**Question: Which crystal is which, from volume and stiffness alone?**

I have results for five crystals whose labels got separated from the numbers, and I know only which five they are. The space group or the shortest distance would give much of the answer away, so I'd like to use just the equilibrium volume per atom and the bulk modulus, the resistance to uniform compression. I expected the crystal with less room per atom to be the stiffer one, but row A spoils that order. Can the rows still be assigned, and how safely?

Plane-wave DFT with the SCAN functional in GPAW 26.7.0 for crystals, using PAW data sets (gpaw-data 1.2.1), no spin polarisation or spin–orbit coupling, and Fermi–Dirac smearing of 0.05 eV. Equilibrium volumes and bulk moduli are fitted to static-lattice energies at seven volumes, 94–106% of the given cell's, at fixed shape; shortest distances are those of the given cell. Candidates: Si (Fd-3m), AlN (F-43m), C (Fd-3m), BAs (F-43m), Al (Fm-3m).

| row | equilibrium volume (Å³/atom) | bulk modulus (GPa) |
| --- | --- | --- |
| A | 16.19 | 78.4 |
| B | 5.61 | 461.1 |
| C | 20.06 | 99.7 |
| D | 10.38 | 220.2 |
| E | 13.64 | 145.6 |

**Answer**

Start with the row that spoils the order. Row A lies between rows C and E in volume, yet it is softer than both. Something other than volume must set it apart, and one difference among the candidates can simply be counted: the number of valence electrons. Silicon and carbon have four per atom, and BAs and AlN average four (three from one partner, five from the other). Only aluminium has three.

That number matters because compression squeezes the valence electrons into less space, which raises their kinetic energy. The more of them there are in a given volume, the harder the crystal should push back. With four electrons per atom, row A would have $4/16.19 = 0.247$ electrons per Å³, between the values for C and E, and its softness would be odd. With three it has $3/16.19 = 0.185$, the lowest density of the five, to go with the lowest modulus. If row C were aluminium instead, the lowest density would belong to a crystal that isn't the softest. So A is aluminium.

The other four candidates all have four neighbours around each atom, so their volumes depend mainly on the size of the atoms. Atoms of the second period (B, C, N) are small, because only the 1s shell lies beneath their valence electrons. Diamond consists entirely of such atoms and silicon has none, so diamond is row B, with the smallest volume, and silicon is row C, with the largest. Diamond's place is safe on volume alone, while silicon's also relies on row A being aluminium.

BAs and AlN each contain one small atom, and here the modulus can't help. Both average four electrons per atom, so whichever is given the smaller volume also gets the higher electron density and is expected to be stiffer. From the modulus alone, rows D and E remain ambiguous.

Bond length settles the matter. In this structure a cube of edge $a$ holds eight atoms, so $a^3 = 8V$, where $V$ is the volume per atom, and the bond is $d = \sqrt{3}\,a/4$. For row E, $V = 13.64$ Å³ gives $a = 4.78$ Å and $d = 2.07$ Å; the same steps give 1.89 Å for row D. Typical bond lengths, roughly recalled, are 2.1 Å for B–As and 1.9 Å for Al–N, so E is BAs and D is AlN. The atoms explain the difference: aluminium and arsenic are similar in size, but nitrogen, with its higher nuclear charge, is smaller than boron.

Here are the labels, together with five more crystals from the same series.

The rows with their labels:

| system | dispersion | wave cutoff | space group | shortest distance (Å) | k-mesh | equilibrium volume (Å³/atom) | bulk modulus (GPa) |
| --- | --- | --- | --- | --- | --- | --- | --- |
| TePb (Fm-3m) | D3(BJ) | 600 eV | Fm-3m | 3.23 | 6x6x6 | 33.73 | 42.6 |
| CdSe (F-43m) | none | 600 eV | F-43m | 2.66 | 6x6x6 | 28.55 | 52.7 |
| GaSb (F-43m) | none | 600 eV | F-43m | 2.65 | 6x6x6 | 28.49 | 52.8 |
| GaAs (F-43m) | none | 600 eV | F-43m | 2.45 | 8x8x8 | 22.82 | 75.1 |
| Al (Fm-3m) | none | 600 eV | Fm-3m | 2.86 | 11x11x11 | 16.19 | 78.4 |
| Si (Fd-3m) | none | 600 eV | Fd-3m | 2.36 | 8x8x8 | 20.06 | 99.7 |
| BAs (F-43m) | none | 800 eV | F-43m | 2.07 | 8x8x8 | 13.64 | 145.6 |
| AlN (F-43m) | D4 | 800 eV | F-43m | 1.89 | 10x10x10 | 10.38 | 220.2 |
| Rh (Fm-3m) | none | 600 eV | Fm-3m | 2.68 | 12x12x12 | 13.74 | 285.6 |
| C (Fd-3m) | none | 800 eV | Fd-3m | 1.54 | 10x10x10 | 5.61 | 461.1 |

All five assignments hold. On the k-meshes used, which can miss the band edges, the calculations also find no gap for aluminium at any volume tried, while the other four keep one throughout, as a metal among semiconductors and insulators should. AlN was computed with a dispersion correction, and there is no run without it to compare. Its effect can be estimated, though: the change of the dispersion energy with volume amounts to an inward pull of about 2.9 GPa, which against a modulus of 220.2 GPa should shorten the bond by roughly 0.4%. Confusing AlN with BAs would take nearly 10%.

One warning applies to all ten rows: an automatic check flags that the fit and the separately computed pressures disagree, or that the minimum lies at the end of the range. The minima all lie inside the range, so the disagreement is what matters. For the five puzzle crystals, interpolating the pressures to zero gives volumes within about 0.4% of the fitted ones, and their slopes there give moduli within about 5%. That is too little to change the order of the five.

It is tempting to say that aluminium is soft because metallic bonds have no preferred direction. GaAs is a useful comparison, since its bonds do have one. Aluminium has about 6% more valence electrons per volume than GaAs and is about 4% stiffer. That difference in stiffness is too small to rank the two safely, given the mismatch between fits and pressures. Electron density is enough to account for their being similar, though other differences between the two could still be cancelling.

Rhodium shows why volume alone is a poor guide. It has almost the same volume per atom as BAs but nearly twice the modulus. Rhodium brings nine valence electrons per atom instead of four, and its d electrons take part in strong bonding.

Electron density predicts an order, not a modulus in GPa. Silicon has only 8% more valence electrons per volume than aluminium, yet it is 27% stiffer. PbTe breaks even the order: it is the softest of the ten, although CdSe and GaSb have slightly lower densities. A likely reason is that lead's outer s electrons count towards the density but contribute little to bonding. The size of the exception is less certain, because spin–orbit coupling, which can matter for elements as heavy as lead, was left out, and PbTe had a dispersion correction that CdSe and GaSb did not. The output below lists the densities for all ten crystals, along with the distances implied by their volumes.

For a similar puzzle, divide the valence electrons per atom by the volume per atom before comparing stiffness, but remember from PbTe that the order can fail. If two candidates share both structure and electron count, turn the volume into a bond length, because the expected order of stiffness fits either way round.

Printed output of the fit:

```
Valence density and implied distances:
           row  valence electrons per cubic angstrom  distance if four neighbours in angstrom  distance if close packed in angstrom
  TePb (Fm-3m)                                0.1482                                    2.798                                 3.627
  CdSe (F-43m)                                0.1401                                    2.647                                 3.431
  GaSb (F-43m)                                0.1404                                    2.645                                 3.428
  GaAs (F-43m)                                0.1753                                    2.456                                 3.184
    Al (Fm-3m)                                0.1853                                    2.191                                  2.84
    Si (Fd-3m)                                0.1994                                    2.353                                  3.05
   BAs (F-43m)                                0.2933                                    2.069                                 2.682
   AlN (F-43m)                                0.3854                                    1.889                                 2.449
    Rh (Fm-3m)                                 0.655                                    2.074                                 2.688
     C (Fd-3m)                                 0.713                                    1.539                                 1.994
Al volume below Si volume in percent: 19.29
Al modulus below Si modulus in GPa: 21.3
Density of the Al row if it had four electrons per atom in 1/angstrom^3: 0.2471
Density ratio Si to Al: 1.076
Modulus ratio Si to Al: 1.272
Volume ratio Si to C: 3.576
Modulus ratio C to Si: 4.625
Implied bond length BAs less AlN in angstrom: 0.1801
Volume ratio BAs to AlN: 1.314
Modulus ratio AlN to BAs: 1.512
Largest gap between implied and given distance in the five rows in angstrom: 0.02042
Volume ratio Rh to BAs: 1.007
Modulus ratio Rh to BAs: 1.962
Density ratio Al to GaAs: 1.057
Modulus ratio Al to GaAs: 1.044
```
